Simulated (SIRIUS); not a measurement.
# Nb under changes of volume

One of the cells (21.099 Å³/atom); the others are scaled copies at fixed shape and fractional positions:

```
Nb
1.0
     3.98528    0.00000    0.00000
     0.00000    3.98528    0.00000
     0.00000    0.00000    3.98528
Nb
3
Cartesian
  1.9926 0.0000 0.0000
  0.0000 1.9926 0.0000
  0.0000 0.0000 1.9926
```

The cell was built by a generator and needn't be a form met in nature.

- Program: SIRIUS 7.10.0
- Functional: PBE
- Potentials or basis: PseudoDojo 0.4.1 PBE standard (scalar relativistic)
- Cutoff: 1127 eV
- Density cutoff: 4507 eV
- k mesh: 7 × 7 × 7
- Occupations: fermi-dirac, width 0.05 eV
- Spin: no spin polarisation

| volume (Å³/atom) | energy over the lowest point (meV/atom) | pressure (GPa) |
| --- | --- | --- |
| 19.833 | 33.07 | 8.7 |
| 20.255 | 14.51 | 5.6 |
| 20.677 | 3.72 | 2.8 |
| 21.099 | 0.00 | 0.2 |
| 21.521 | ? | ? |
| 21.943 | 11.23 | -4.2 |
| 22.365 | 25.06 | -6.1 |

Question: What does the run at 21.521 Å³/atom give?

Answer: Energy over the lowest point 2.70 meV/atom; pressure -2.1 GPa.

Worked out: A Birch-Murnaghan fit of order 3 (a polynomial in V^(-2/3)) to the other rows has its minimum at 21.13 Å³/atom with B0 = V·E''(V) = 121 GPa and B' = 3.8. It gives 2.70 meV/atom at 21.521 Å³/atom, against the run's 2.70, and -dE/dV = -2.2 GPa, against -2.1.

Energies are extrapolated to zero smearing.
